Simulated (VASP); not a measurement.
Set up this calculation in VASP 6.6.1, as the native input.

- Task: single point
- Functional: PBEsol
- Potentials or basis: VASP PAW PBE potentials, release 64 (In_d, As)
- Cutoff: 250 eV
- k mesh: 9 × 9 × 9
- Occupations: fermi-dirac, width 0.05 eV
- Spin: no spin polarisation
- Further INCAR settings: ALGO = Normal; EDIFF = 1e-06

The structure of InAs lies in POSCAR:

```
InAs
1.0
    0.0000000000      3.0180000000      3.0180000000
    3.0180000000      0.0000000000      3.0180000000
    3.0180000000      3.0180000000      0.0000000000
In As
1 1
Direct
    0.0000000000      0.0000000000      0.0000000000
    0.2500000000      0.2500000000      0.2500000000
```

These files were run (other wordings do the same):

INCAR

```
PREC = Accurate ; ENCUT = 250
EDIFF = 1E-6 ; ISMEAR = -1
SIGMA = 0.05 ; LREAL = F
LASPH = T ; NELM = 100
ALGO = Normal ; ISIF = 2
LWAVE = F ; LCHARG = T
GGA = PS ; LVHAR = T
KPAR = 4
```

KPOINTS

```
regular mesh
0
Gamma
  9 9 9
```

Potentials or basis: VASP PAW PBE potentials, release 64 (In_d, As).

Launch:

```sh
$ cat potpaw_PBE.64/In_d/POTCAR potpaw_PBE.64/As/POTCAR > POTCAR
$ mpirun -np 4 vasp_std > vasp.out
```

Results of the run:

The band gap on the k mesh is none (metal or under the smearing width).

Caveat: this crystal is a semiconductor, whose small gap the functional closes, so the metal is an error of the method.

It took 3.2 s on 4 MPI ranks on Intel(R) Xeon(R) 6975P-C (Granite Rapids), on a shared host, peak memory 0.13 GiB a rank.
